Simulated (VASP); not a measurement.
A run of VASP 6.6.1 is set up as follows.

The input INCAR:

```
PREC = Accurate
ENCUT = 520
EDIFF = 1E-6
ISMEAR = 0
SIGMA = 0.02
LREAL = False
LASPH = True
NELM = 60
ALGO = Normal
ISIF = 2
LWAVE = False
LCHARG = False
LMAXMIX = 6
METAGGA = R2SCAN
LMIXTAU = True
NBANDS = 28
KPAR = 2
```

The input KPOINTS:

```
regular mesh
0
Gamma
  6 6 8
```

File POSCAR:

```
La2O3
1.0
    6.2667802772      0.0000000000      0.0000000000
   -3.1333901386      5.4271909200      0.0000000000
    0.0000000000      0.0000000000      3.2997660000
La O
2 3
Direct
    0.6666666667      0.3333333333      0.5000000000
    0.3333333333      0.6666666667      0.5000000000
    0.5080139900      0.0000000000      0.0000000000
    0.0000000000      0.5080139900      0.0000000000
    0.4919860100      0.4919860100      0.0000000000
```

KPOINTS_OPT

```
path GMKGALHA,LM,KH
15
line-mode
reciprocal
 0.0000000000  0.0000000000  0.0000000000  G
 0.5000000000  0.0000000000  0.0000000000  M

 0.5000000000  0.0000000000  0.0000000000  M
 0.3333333333  0.3333333333  0.0000000000  K

 0.3333333333  0.3333333333  0.0000000000  K
 0.0000000000  0.0000000000  0.0000000000  G

 0.0000000000  0.0000000000  0.0000000000  G
 0.0000000000  0.0000000000  0.5000000000  A

 0.0000000000  0.0000000000  0.5000000000  A
 0.5000000000  0.0000000000  0.5000000000  L

 0.5000000000  0.0000000000  0.5000000000  L
 0.3333333333  0.3333333333  0.5000000000  H

 0.3333333333  0.3333333333  0.5000000000  H
 0.0000000000  0.0000000000  0.5000000000  A

 0.5000000000  0.0000000000  0.5000000000  L
 0.5000000000  0.0000000000  0.0000000000  M

 0.3333333333  0.3333333333  0.0000000000  K
 0.3333333333  0.3333333333  0.5000000000  H
```

Potentials or basis: VASP PAW PBE potentials, release 64 (La, O).

Command:

```sh
$ cat potpaw_PBE.64/La/POTCAR potpaw_PBE.64/O/POTCAR > POTCAR
$ mpirun -np 2 vasp_std > vasp.out
```

Q: Predict the band gap along the path.

A: 1.88 eV, indirect (least direct gap 2.41 eV).

Q: What does it give for the pressure?

A: 1.1 GPa.

Forces on the atoms (eV/Å):
```
La   0.000  0.000  0.000
La   0.000  0.000  0.000
O   -0.052  0.000  0.000
O    0.026 -0.045  0.000
O    0.026  0.045  0.000
```

Caveat: the PAW data sets were made with another functional, which shifts forces and pressure a little; spin-orbit coupling is left out, which moves the levels of the heavy elements. r2SCAN opens gaps a little over a GGA but as a rule still falls short of measured ones.
